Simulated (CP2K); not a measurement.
The system is KCl (Sylvite).

```xyz
2
Lattice="4.4498 0.0000 0.0000 2.2249 3.8536 0.0000 2.2249 1.2845 3.6332" Properties=species:S:1:pos:R:3 pbc="T T T"
K     0.0000    0.0000    0.0000
Cl    4.4498    2.5691    1.8166
```

Base run:

| Property | Result |
| --- | --- |
| Program | CP2K 2026.2 |
| Functional | PBE |
| Potentials or basis | all electrons (GAPW); pob-TZVP-rev2 basis |
| Density cutoff | 6803 eV |
| k mesh | 7 × 7 × 7 |
| Occupations | fermi-dirac, width 0.05 eV |
| Spin | no spin polarisation |

Its results: band gap on the k mesh 5.95 eV, direct; pressure 0.7 GPa.

**Question.** The run is repeated on the same cell with these changes: potentials or basis from all electrons (GAPW); pob-TZVP-rev2 basis to all electrons (GAPW); pob-DZVP-rev2 basis; basis sets from K pob-TZVP-rev2, Cl pob-TZVP-rev2 to K pob-DZVP-rev2, Cl pob-DZVP-rev2. What comes out?

**Answer.** Band gap on the k mesh 6.02 eV, direct; pressure -2.2 GPa.

Caveats: the basis of atomic orbitals isn't converged, which shifts pressures, moduli and gaps.
